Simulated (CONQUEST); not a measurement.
The system is Sn.

```
Sn
1.0
     4.57264    0.00000    0.00000
     0.00000    4.57264    0.00000
     0.00000    0.00000    6.46669
Sn
4
Direct
  0.00000 0.50000 0.25000
  0.50000 0.00000 0.75000
  0.00000 0.00000 0.50000
  0.50000 0.50000 0.00000
```

This isn't the form of Sn at room conditions, which is tetragonal (white tin).

| Quantity | Value |
| --- | --- |
| Program | CONQUEST 1.3 |
| Task | single point |
| Functional | PBE |
| Potentials or basis | PseudoDojo NC PBE, DZ, grid cutoff 120 Ha |
| k mesh | 6 × 6 × 4 |
| Occupations | fermi-dirac, width 0.05 eV |
| Spin | no spin polarisation |

On this cell: pressure 3.5 GPa; largest force zero by symmetry; band gap on the k mesh none (metal or under the smearing width).

The same run follows on a disturbed copy (atoms moved at random, drawn with an rms of 0.05 Å):

```
Sn
1.0
     4.57264    0.00000    0.00000
     0.00000    4.57264    0.00000
     0.00000    0.00000    6.46669
Sn
4
Direct
  0.01776 0.49615 0.25517
  0.51776 0.99615 0.75517
  0.00185 0.99283 0.50184
  0.50185 0.49283 0.00184
```

Q: What changes?

A: The energy (extrapolated to zero smearing) moves by +11.7 meV/atom; pressure 3.5 GPa; largest force 0.588 eV/Å; band gap on the k mesh none (metal or under the smearing width).

Forces on the atoms (eV/Å):
```
Sn  -0.559 -0.119 -0.108
Sn  -0.559 -0.119 -0.108
Sn   0.561  0.135  0.112
Sn   0.561  0.135  0.112
```

The forces don't sum to zero, so they hold noise of the program's grid.

Caveats: the atomic basis is small; the box holds several primitive cells, so bands are folded and the points are those of the box's own zone; the basis of atomic orbitals isn't converged, which shifts pressures, moduli and gaps; the real-space grid breaks the cell's symmetry a little (some runs).
